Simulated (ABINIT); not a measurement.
The system is ZrS2.

```
Zr S
1.0
     3.69138    0.00000    0.00000
    -1.84569    3.19683    0.00000
     0.00000    0.00000    6.04108
Zr S
1 2
Cartesian
  0.0000 0.0000 0.0000
  0.0000 2.1312 1.4372
  1.8457 1.0656 4.6038
```

The cell is a database's computed one.

```yaml
Program: ABINIT 10.8.3 (patched build)
Task: single point
Functional: PBE
Potentials_or_basis: JTH PAW PBE v2.0
Cutoff: 544 eV
k_mesh: 8 × 8 × 5
Occupations: fermi-dirac, width 0.05 eV
Spin: no spin polarisation
```

On this cell: pressure 0.3 GPa; largest force 0.032 eV/Å; band gap on the k mesh 1.05 eV, indirect (least direct gap 1.64 eV).

The same run follows on a disturbed copy (atoms moved at random, drawn with an rms of 0.05 Å):

```
Zr S
1.0
     3.69138    0.00000    0.00000
    -1.84569    3.19683    0.00000
     0.00000    0.00000    6.04108
Zr S
1 2
Direct
  0.00233 0.00147 0.00065
  0.32714 0.66818 0.24361
  0.67227 0.34663 0.75504
```

Q: What changes?

A: The energy moves by +6.0 meV/atom; pressure -1.5 GPa; largest force 0.454 eV/Å; band gap on the k mesh 0.95 eV, indirect (least direct gap 1.60 eV).

Forces on the atoms (eV/Å):
```
Zr  -0.045  0.047 -0.103
S    0.096  0.094 -0.325
S   -0.051 -0.141  0.428
```

Stress tensor (GPa, compression positive):
```
-1.76 -0.15  0.47
-0.15 -1.35  0.76
 0.47  0.76 -1.53
```

Caveats: an odd mesh through Γ misses points on the zone boundary, where band edges often lie; this functional lacks dispersion, which binds the layers, so the pressure and a relaxed spacing across them are unreliable (some runs).
